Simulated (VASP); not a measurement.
# CuCl (Nantokite): the relaxed cell at several levels

How close do the usual functionals, with and without dispersion, come to the cell of CuCl (Nantokite)? The levels: PBE, LDA and PBE + D3(BJ). The start is a cell from a database of measured crystal structures.

Calculated with VASP 6.6.1; PBE; plane waves and PAW (Cu, Cl), in the first sound run; inputs show where later runs differ.

This is a report of a sequence of runs, with most program output left out.

### 1. The structure

Before any relaxation, the start is as follows. Symmetry: F-43m, No. 216, cubic system. Conventional cell: a = 5.420 Å, b = 5.420 Å, c = 5.420 Å, α = 90.00°, β = 90.00°, γ = 90.00°. Cu has 4 Cl at 2.35 Å nearest. Nearest to Cl lie 4 Cu at 2.35 Å. Farther neighbours and most contacts between anions are not listed.

As a file:

```
Cu Cl
1.0
     0.00000    2.71010    2.71010
     2.71010    0.00000    2.71010
     2.71010    2.71010    0.00000
Cu Cl
1 1
Direct
  0.00000 0.00000 0.00000
  0.25000 0.25000 0.25000
```

### 2. Relaxation with PBE

Properties are meant for the cell that this level of theory prefers, so cell and atoms are relaxed first (ISIF = 3) until forces and stress are small; EDIFFG sets the threshold. PBE, the usual starting point, adds the gradient of the density.

INCAR reads:

```
SYSTEM = CuCl
PREC = Accurate
ENCUT = 520
EDIFF = 1E-06
NELM = 100
ISMEAR = -1
SIGMA = 0.05
LREAL = .FALSE.
ALGO = Normal
GGA = PE
NBANDS = 15
LASPH = .TRUE.
LORBIT = 11
LWAVE = .FALSE.
LCHARG = .FALSE.
KPAR = 2
IBRION = 2
NSW = 60
ISIF = 3
EDIFFG = -0.01
```

POSCAR reads:

```
CuCl
1.0
    0.0000000000      2.7101000000      2.7101000000
    2.7101000000      0.0000000000      2.7101000000
    2.7101000000      2.7101000000      0.0000000000
Cu Cl
1 1
Direct
    0.0000000000      0.0000000000      0.0000000000
    0.2500000000      0.2500000000      0.2500000000
```

KPOINTS reads:

```
Automatic mesh
0
Gamma
7 7 7
0 0 0
```

Potentials, in the order of the species: Cu and Cl (PBE family, release 64).

The run is started by

```sh
$ mpirun -np 2 vasp_std
```

Run time: 6.8 s. Hardware: 2 MPI ranks of Intel Xeon 6975P-C (Granite Rapids), shared host; peak memory 0.3 GiB; 13 s of CPU time.

The gap is read on the k-mesh alone, so it is an upper bound where the band edges lie off the mesh. The run keeps the 24 symmetry operations of its start, so it cannot find a distortion of lower symmetry.

The steps of the relaxation:

```csv
step,energy less that of the first step (eV),largest force (eV/Å),pressure (GPa),volume (Å³)
1,0.0000,0.0000,0.19,39.81
2,-0.0001,0.0000,0.01,39.94
```

```csv
"conventional cell, symmetrised",before,after,change
a (Å),5.420,5.426,+0.1 %
b (Å),5.420,5.426,+0.1 %
c (Å),5.420,5.426,+0.1 %
volume (Å³/atom),19.90,19.97,+0.3 %
```

The relaxed structure:

```
Cu Cl
1.0
     0.00000    2.71317    2.71317
     2.71317    0.00000    2.71317
     2.71317    2.71317    0.00000
Cu Cl
1 1
Direct
  0.00000 0.00000 0.00000
  0.25000 0.25000 0.25000
```

This step gave:

- electrons: 18
- bands: 15
- irreducible k-points: 20
- symmetry operations: 24
- free energy (TOTEN): -6.342 eV
- Fermi energy: 4.124 eV
- pressure: 0.01403 GPa
- metallic: no
- valence top at k: 0, 0, 0
- conduction bottom at k: 0, 0, 0
- least direct gap at k: 0, 0, 0
- SCF cycles over all ionic steps: 20
- gap on the k-mesh: 0.5295 eV
- least direct gap on the k-mesh: 0.5295 eV

It ends with forces that vanish by symmetry and a pressure of 0.01 GPa. The volume lies +0.3 % from that of the database's start. The conventional cell has a = 5.426 Å.

### 3. Relaxation with LDA

This step: LDA; plane waves and PAW (Cu, Cl) (VASP 6.6.1).

LDA, the lowest rung, knows the local density alone.

INCAR, as its differences from that of step 2:

```diff
@@ -9,3 +9,3 @@
 ALGO = Normal
-GGA = PE
+GGA = CA
 NBANDS = 15
```

POSCAR is that of step 2.

KPOINTS is that of step 2.

The run is started by

```sh
$ mpirun -np 2 vasp_std
```

Wall time 8.2 s (2 MPI ranks); peak memory 0.28 GiB.

The PAW data sets were made with PBE, though LDA sets exist; this is a small mismatch. After so large a change of volume the plane waves of the start cell no longer fit, so the final stress carries a basis-set error.

Relaxation path:

```csv
step,energy less that of the first step (eV),largest force (eV/Å),pressure (GPa),volume (Å³)
1,0.0000,0.0000,-6.28,39.81
2,-0.0912,0.0000,0.31,35.48
3,-0.0913,0.0000,-0.05,35.62
```

```csv
"conventional cell, symmetrised",before,after,change
a (Å),5.420,5.223,-3.6 %
b (Å),5.420,5.223,-3.6 %
c (Å),5.420,5.223,-3.6 %
volume (Å³/atom),19.90,17.81,-10.5 %
```

The relaxed structure:

```
Cu Cl
1.0
     0.00000    2.61160    2.61160
     2.61160    0.00000    2.61160
     2.61160    2.61160    0.00000
Cu Cl
1 1
Direct
  0.00000 0.00000 0.00000
  0.25000 0.25000 0.25000
```

This step gave:

```
free energy (TOTEN)             : -7.839 eV
Fermi energy                    : 4.953 eV
pressure                        : -0.05344 GPa
SCF cycles over all ionic steps : 30
gap on the k-mesh               : 0.6257 eV
least direct gap on the k-mesh  : 0.6257 eV
```

It ends at 17.81 Å³/atom, -10.5 % from the start, with -0.05 GPa left. The conventional cell has a = 5.223 Å.

### 4. Relaxation with PBE + D3(BJ)

This step: PBE with D3(BJ); plane waves and PAW (Cu, Cl) (VASP 6.6.1).

A dispersion term adds the long-range attraction that semilocal functionals lack. D3 with Becke-Johnson damping keeps a finite attraction at short range.

INCAR, as its differences from that of step 3:

```diff
@@ -9,3 +9,4 @@
 ALGO = Normal
-GGA = CA
+GGA = PE
+IVDW = 12
 NBANDS = 15
```

POSCAR is that of step 3.

KPOINTS is that of step 3.

The run is started by

```sh
$ mpirun -np 2 vasp_std
```

It took 10 s on 2 MPI ranks; peak memory 0.34 GiB.

The steps of the relaxation:

```csv
step,energy less that of the first step (eV),largest force (eV/Å),pressure (GPa),volume (Å³)
1,0.0000,0.0000,-2.29,39.81
2,-0.0128,0.0000,-0.15,38.20
3,-0.0128,0.0000,0.00,38.10
```

```csv
"conventional cell, symmetrised",before,after,change
a (Å),5.420,5.342,-1.5 %
b (Å),5.420,5.342,-1.5 %
c (Å),5.420,5.342,-1.5 %
volume (Å³/atom),19.90,19.05,-4.3 %
```

Final coordinates:

```cif
data_structure
_symmetry_space_group_name_H-M 'P 1'
_symmetry_Int_Tables_number 1
_cell_length_a 3.7771
_cell_length_b 3.7771
_cell_length_c 3.7771
_cell_angle_alpha 60.000
_cell_angle_beta 60.000
_cell_angle_gamma 60.000
_cell_volume 38.10
loop_
_atom_site_label
_atom_site_type_symbol
_atom_site_fract_x
_atom_site_fract_y
_atom_site_fract_z
_atom_site_occupancy
Cu1 Cu 0.00000 0.00000 0.00000 1
Cl2 Cl 0.25000 0.25000 0.25000 1
```

It ends at 19.05 Å³/atom, -4.3 % from the start, with 0.00 GPa left. The conventional cell has a = 5.342 Å. Against plain PBE, the dispersion term moves a by -1.6 %.

### 5. The cells as a table

This step: relaxed cells at several levels; plane waves and PAW (VASP 6.6.1).

This step runs nothing: it gathers the runs above.

Lengths are those of the conventional cell; cost is the wall time of each run, as given at its step, times its ranks, without the set-up around it. Results by level, by row:

```csv
level,volume (Å³/atom),change from the start (%),a (Å),cost (core minutes)
PBE,19.97,0.3,5.426,0.227
LDA,17.81,-10.5,5.223,0.273
PBE + D3(BJ),19.05,-4.3,5.342,0.333
```

### 6. What came out

- volume, PBE: 19.97 Å³/atom
- volume, LDA: 17.81 Å³/atom
- volume, PBE + D3(BJ): 19.05 Å³/atom

For CuCl (Nantokite) the levels give volumes between 17.81 Å³/atom (LDA) and 19.97 Å³/atom (PBE), a spread of 12.1 %, while the cost of the finished runs spans a factor of 1.5. Against the volume of the start, a cell from experiment, PBE comes nearest (+0.3 %) and LDA lies farthest (-10.5 %); thermal expansion is in that cell alone. Within 2 % of it: PBE. The costs hold the number of ionic steps as well as the price of the functional. Adding D3(BJ) to PBE changes the volume by -4.6 % (a by -1.6 %). Within 0.02 Å all end in space group F-43m; the runs can't lower the symmetry of the start. Each is a single relaxation on the plane waves of the start cell, so larger changes of volume carry a basis-set error that was not tested here. Zero-point and thermal expansion are not included.

[Lines on the potential files, build, host, timing and source positions are cut from VASP's logs without a mark.]

[Logs are printed without paths, hosts, clocks, repeated set-up lines and the standing remarks that a program may print on its own settings, such as how far it seeks lower states.]

[Hosts, paths, dates, database ids (printed as entryN), source tags and the programs' standing remarks are cut or masked in the printed files.]

[A measured line is paired with the nearest computed mode of its activity, which favours agreement.]

[In band tables of VASP the shares of atoms and orbitals are scaled to a sum of 1 inside the atoms' spheres.]
